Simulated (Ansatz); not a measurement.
MgSe: projected DOS by orbital

```yaml
crystal:
  lattice:
    - [0.00000, 2.72550, 2.72550]
    - [2.72550, 0.00000, 2.72550]
    - [2.72550, 2.72550, 0.00000]
  atoms:
    - { symbol: Mg, position: [0.00000, 0.00000, 0.00000] }
    - { symbol: Se, position: [0.50000, 0.50000, 0.50000] }
```

Atom numbers follow the list: Mg1, Se2.

The cell is COD entry 9008673, as deposited and not checked against the literature; nothing was relaxed. It is an old determination, and later ones may differ.

Computed with DFT, PBE, all-electron LAPW, scalar-relativistic (Ansatz 0.2.0).

Sampling and basis: a Γ-centred 8×8×8 k mesh, Fermi–Dirac smearing of 0.02 eV, basis error target 1 meV/atom, no spin polarisation.

States per eV for one atom of each kind, in 0.4 eV bins named by their centres, from the valence-band top, projected on a minimal set of Löwdin-orthogonalised atomic shells; orbitals are real harmonics on the Cartesian axes, equal curves share a column, and empty bins are left out, as is all above 5.8 eV, near the top of the computed bands.

Se2 4p:

```
# E all pz=px=py
-12.2 0.01 0.00
-11.8 0.02 0.01
-5.0 0.01 0.00
-4.6 0.36 0.12
-4.2 1.19 0.40
-3.8 1.51 0.50
-3.4 0.34 0.11
-3.0 0.78 0.26
-2.6 0.89 0.30
-2.2 1.08 0.36
-1.8 1.60 0.53
-1.4 1.76 0.59
-1.0 1.85 0.62
-0.6 1.52 0.51
-0.2 0.49 0.16
2.6 0.02 0.01
3.0 0.03 0.01
3.4 0.06 0.02
3.8 0.09 0.03
4.2 0.18 0.06
4.6 0.21 0.07
5.0 0.03 0.01
5.4 0.02 0.01
```

Mg1 3s:

```
# E all
-13.0 0.02
-12.6 0.13
-12.2 0.16
-11.8 0.13
-11.4 0.02
-5.0 0.01
-4.6 0.12
-4.2 0.26
-3.8 0.25
-3.4 0.07
-3.0 0.07
-2.6 0.05
-2.2 0.05
-1.8 0.06
-1.4 0.04
-1.0 0.01
2.2 0.05
2.6 0.13
3.0 0.19
3.4 0.25
3.8 0.34
4.2 0.55
4.6 0.58
5.0 0.08
5.4 0.03
```

Se2 4s:

```
# E all
-13.0 0.03
-12.6 0.30
-12.2 0.78
-11.8 2.44
-11.4 0.94
-4.6 0.01
-4.2 0.03
-3.8 0.06
-3.4 0.03
-3.0 0.03
-2.6 0.02
-2.2 0.01
-1.8 0.01
-1.4 0.01
2.6 0.01
3.0 0.01
3.4 0.02
3.8 0.03
4.2 0.06
4.6 0.08
5.0 0.01
```
